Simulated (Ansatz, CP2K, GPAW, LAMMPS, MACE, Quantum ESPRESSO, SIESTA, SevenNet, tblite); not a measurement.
**Other levels on amorphous TiO2 (84 atoms)**

Density of this cell: 3.42 g/cm³. The cell holds 84 atoms: 28 Ti and 56 O. Its edges and angles: a = 10.274 Å, b = 10.274 Å, c = 10.274 Å, α = 90.0°, β = 90.0°, γ = 90.0°. 84 atoms (28 Ti, 56 O) placed at random at 3.55 g/cm³, melted at 5000 K for 10 ps at fixed volume with the Morse and Coulomb pair potential with partial charges (Pedone, Malavasi, Menziani, Cormack and Segre, J. Phys. Chem. B 110, 11780 (2006)). Quenched from 5000 K to 300 K at 10 K/ps and fixed volume, held 10 ps at zero pressure.

Geometry: as built.

The reference, a calculation:

| Quantity | Value |
| --- | --- |
| method | Kohn-Sham DFT, PBE, PAW, plane waves (Ansatz 0.2.0); cutoff 420 eV, Γ point, fermi-dirac smearing of 0.05 eV; PAW set soft_2 |
| r.m.s. force component | 0.7986 eV/Å |
| longest force | 2.72 eV/Å |
| pressure | 3.944 GPa |
| gap (highest filled to lowest empty level) | 2.251 eV |
| SCF cycles | 12 |
| time | 22 s on 4 threads of Arm Neoverse V1, shared host |
| CPU time | 84 s |

**Question.** The same geometry is run in other programs. How far does each lie from the reference, and what does it cost?
- QE PBE, dojo-0.4.1-standard, 60/240 Ry (Quantum ESPRESSO 7.5; 4 MPI ranks)
- SevenNet 0 potential (SevenNet 0; 1 thread)
- GPAW RPBE, LCAO dzp, h 0.18 Å (GPAW 26.7.0; 1 thread)
- SIESTA PBE, DZP, shift 0.01 Ry, mesh 500 Ry (SIESTA 5.4.2; 4 MPI ranks)
- SIESTA PBE, DZ, shift 0.01 Ry, mesh 500 Ry (SIESTA 5.4.2; 2 MPI ranks)
- MACE MP-0b3 medium potential (MACE MP-0b3 medium; 1 thread)
- GPAW PBE, LCAO szp(dzp), h 0.18 Å (GPAW 26.7.0; 1 thread)
- tblite GFN1-xTB (tblite 0.8.0; 1 thread)
- QE PBE, sssp-1.3.0-efficiency, 60/480 Ry (Quantum ESPRESSO 7.5; 4 MPI ranks)
- CP2K PBE, DZVP-MOLOPT-SR, 800/50 Ry, OT DIIS (CP2K 2026.2; 4 MPI ranks)

Differences are against the plane-wave reference, forces as r.m.s. over components; share is that over the reference's r.m.s. force, slope the least-squares factor from reference forces to these. Total energies of different programs have different zeros and aren't compared.

```tsv
run	Δ force, r.m.s. (meV/Å)	share (%)	slope	Δ pressure (GPa)	Δ gap (eV)	cores	CPU time	memory (GiB)
reference	-	-	-	-	-	4	84 s	1.5
QE PBE, dojo-0.4.1-standard, 60/240 Ry (coarse)	20.6	2.57	1.007	-10.1	0.018	4	14 min	1.9
SevenNet 0 potential	111	13.9	0.990	1.11	-	1	9 s	0.96
GPAW RPBE, LCAO dzp, h 0.18 Å	188	23.5	1.120	-	-0.0789	1	8.2 min	1.8
SIESTA PBE, DZP, shift 0.01 Ry, mesh 500 Ry	63.0	7.89	1.035	-0.264	-0.181	4	6.3 min	2.3
SIESTA PBE, DZ, shift 0.01 Ry, mesh 500 Ry (coarse)	120	15.0	1.063	-5.35	-0.246	2	3.1 min	1.4
MACE MP-0b3 medium potential	121	15.2	0.937	1.18	-	1	9.2 s	1.1
GPAW PBE, LCAO szp(dzp), h 0.18 Å (coarse)	222	27.8	1.170	-	-0.233	1	5.5 min	1.7
tblite GFN1-xTB	688	86.1	0.258	-14.9	-	1	5.7 s	0.12
QE PBE, sssp-1.3.0-efficiency, 60/480 Ry	6.75	0.846	0.994	-0.477	-0.008	4	18 min	3.6
CP2K PBE, DZVP-MOLOPT-SR, 800/50 Ry, OT DIIS	28.6	3.58	1.020	0.162	-0.0705	4	16 min	4.0
```

Rows marked coarse were listed beforehand as settings not expected to be converged; some can still land near the reference.

Times of the machine-learned potentials are mostly Python's start and the loading of weights.

CPU time is summed over cores on a shared host, where runs went side by side, so it is rough. Symmetry, cutoffs, thresholds, outputs and thread counts weren't matched or tuned between programs; memory under MPI is the largest rank's times the ranks.

PBE on plane waves or a grid with other potentials, cutoffs or grids, coarse settings apart, differs from the reference by 0.85 % (QE PBE, sssp-1.3.0-efficiency, 60/480 Ry) of the r.m.s. force; this holds the reference's own error, so differences of a few per cent don't tell which side is nearer the exact PBE result (QE's 60 Ry are 816 eV, against the reference's 420 eV). The PBE runs in local orbitals, coarse settings apart, differ by 3.6 % (CP2K PBE, DZVP-MOLOPT-SR, 800/50 Ry, OT DIIS) to 7.9 % (SIESTA PBE, DZP, shift 0.01 Ry, mesh 500 Ry); basis, grid and potentials can all enter. Tight binding differs by 86 % (tblite GFN1-xTB); it is another model, with fitted parameters of its own, and the xTB methods hold dispersion. Machine-learned potentials differ by 14 % (SevenNet 0 potential) to 15 % (MACE MP-0b3 medium potential); they were trained on other programs' data. Periodic xTB results under one method name differ between programs and library versions. Machine-learned potentials mimic data converged in k, so the reference's own k-point error enters their differences. The network of bonds at the start is that of the classical potential that made the cell, and needn't be the one that DFT or experiment would give. The electronic-structure runs sample only Γ, in a cell whose shortest periodic width is 10 Å.

[Logs are printed without paths, hosts, clocks, repeated set-up lines and the standing remarks that a program may print on its own settings, such as how far it seeks lower states.]

[Hosts, paths, dates, database ids (printed as entryN), source tags and the programs' standing remarks are cut or masked in the printed files.]
